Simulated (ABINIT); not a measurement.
A calculation with ABINIT 10.8.3 (patched build) of C (ASE script, structure typed inline):

Contents of run.py:

```python
import json, os
import numpy as np
from ase.units import GPa
from ase.calculators.abinit import Abinit, AbinitProfile
from ase import Atoms

atoms = Atoms(['C', 'C'],
              cell=[[2.4561701622, 0.0, 0.0], [-1.2280850811, 2.1271057565, 0.0], [0.0, 0.0, 8.52380336]],
              scaled_positions=[[0.6666666667, 0.3333333333, 0.0], [0.3333333333, 0.6666666667, 0.0]],
              pbc=True)

profile = AbinitProfile(command='abinit', pp_paths=[os.path.abspath('pseudos')])
params = dict(
    pps='pawxml', xc='PBE',
    ecut=517.0163,
    pawecutdg=1034.0327,
    pawovlp=30,
    kptopt=1,
    ngkpt=[12, 12, 3],
    nshiftk=1,
    shiftk=[0.0, 0.0, 0.0],
    ixc=11,
    nband=8,
    occopt=3,
    tsmear=0.05,
    nstep=100,
    tolvrs=1e-09,
    prtwf=0,
    prtden=0,
)

atoms.calc = Abinit(profile=profile, directory='run', **params)
energy = atoms.get_potential_energy()
forces = atoms.get_forces()
stress = atoms.get_stress()
print(f'energy {energy:.6f} eV')
print('forces (eV/A)')
print(np.round(forces, 5))
print('stress (GPa, Voigt, tension positive)', np.round(stress / GPa, 4))
json.dump(dict(energy=energy, forces=forces.tolist(), stress=stress.tolist(), cell=atoms.cell.tolist(), frac=atoms.get_scaled_positions(wrap=False).tolist()), open('results.json', 'w'))
```

Potentials or basis: JTH PAW PBE v2.0.

Run with:

```bash
$ python run.py
```

Question: Write the same calculation in another form: native input, structure typed inline.

Answer: As run:

run.abi

```
# Pseudopotentials
pp_dirpath "./"
pseudos "C.GGA_PBE-JTH.xml"

# Structure
acell 2.4561701622 2.4561701622 8.52380336 Angstrom
rprim
     1.0000000000     0.0000000000     0.0000000000
    -0.5000000000     0.8660254038     0.0000000000
     0.0000000000     0.0000000000     1.0000000000
ntypat 1
znucl 6
natom 2
typat 1 1
xred
     0.6666666667     0.3333333333     0.0000000000
     0.3333333333     0.6666666667     0.0000000000

# Plane-wave basis
ecut 19.0
pawecutdg 38.0
pawovlp 30

# k points
kptopt 1
ngkpt 12 12 3
nshiftk 1
shiftk 0.0 0.0 0.0

# Exchange and correlation
ixc 11

# Bands and occupations
nband 8
occopt 3
tsmear 0.05 eV

# SCF cycle
nstep 100
tolvrs 1.0e-9

# Output
iomode 3
prtwf 0
prtden 0
prteig 0
prtebands 0
enunit 1
```

Potentials or basis: JTH PAW PBE v2.0.

Command:

```sh
$ abinit run.abi > log 2>&1
```

Both were run:

|  | ASE script, structure typed inline | native input, structure typed inline |
| --- | --- | --- |
| Band gap on the k mesh | none (metal or under the smearing width) | none (metal or under the smearing width) |

Keys that steer only the numerical path or the files written may differ.

Caveat: the atomic spheres overlap.
